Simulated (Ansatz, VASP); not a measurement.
# AlAs in VASP and in Ansatz

INCAR

```
SYSTEM = AlAs
PREC = Accurate
ENCUT = 520
EDIFF = 1E-7
ISMEAR = 0
SIGMA = 0.1
LREAL = .False.
LASPH = .True.
NELM = 100
ALGO = Normal
ISIF = 2
LWAVE = .False.
LCHARG = .False.
GGA = PE
NBANDS = 11
```

The input KPOINTS:

```
Automatic mesh
0
Gamma
  6 6 6
  0 0 0
```

The input POSCAR:

```
AlAs
1.0
    0.0000000000      2.9122506862      2.9122506862
    2.9122506862      0.0000000000      2.9122506862
    2.9122506862      2.9122506862      0.0000000000
Al As
1 1
Direct
    0.0000000000      0.0000000000      0.0000000000
    0.7500000000      0.7500000000      0.7500000000
```

Input for Ansatz:

```yaml
crystal:
  lattice:
    - [0.0, 2.9122506862, 2.9122506862]
    - [2.9122506862, 0.0, 2.9122506862]
    - [2.9122506862, 2.9122506862, 0.0]
  atoms:
    - { symbol: Al, position: [0.0, 0.0, 0.0] }
    - { symbol: As, position: [0.75, 0.75, 0.75] }
basis:
  ecutwfc: 420
kpoints:
  mp_grid: { grid: [6, 6, 6] }
hamiltonian:
  xc: pbe
scf:
  occupations: { method: gaussian, width: 0.1 }
output:
  forces: true
  stress: true
  eigenvalues: true
```

Alike in both runs: task single point; functional PBE; k mesh 6 × 6 × 6; occupations gaussian, width 0.1 eV; no spin polarisation.

```csv
,VASP,Ansatz
version,VASP 6.6.1,Ansatz 0.2.0
potentials or method,"VASP PAW PBE potentials, release 64 (Al, As)","scalar-relativistic, plane waves, PAW"
plane-wave cutoff (eV),520,420
valence electrons in the cell,8,18
```

```tsv
	VASP	Ansatz	Ansatz less VASP
gap on the k mesh at the Fermi level (eV)	1.40	1.39	-0.004
least direct gap on the mesh (eV)	1.40	1.39	-0.004
pressure (GPa)	-2.9	-3.0	-0.12
```

The two sets of potentials don't hold the same shells in valence.

A k mesh can miss the band edges.
